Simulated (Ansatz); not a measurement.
All cells: G0W0@PBE, full frequency by contour deformation, all-electron datasets in plane waves (scalar-relativistic, Gaussian nuclei) (Ansatz); response cutoff 200 eV, empty bands to 200 eV, primitive cells on a 4×4×4 mesh, no spin-orbit coupling. Band edges are those of the mesh. The mesh is coarse, the sums aren't at the basis limit and many cells are compressed or hypothetical, so the values aren't those of the ambient crystals.

Task: Which cell has the electronic dielectric constant on this mesh equal to 4.5?
A. NaF (Fm-3m), 2 atoms, 11.9 Å³ an atom
B. NaI (Fm-3m), 2 atoms, 21.5 Å³ an atom
C. CaSe (Fm-3m), 2 atoms, 23.3 Å³ an atom

Result: B. The others: CaSe 6.4, NaF 1.8.

Model cells at fixed atoms, which needn't be the relaxed known crystals. Coarse meshes can put the dielectric constant off by a tenth and more.
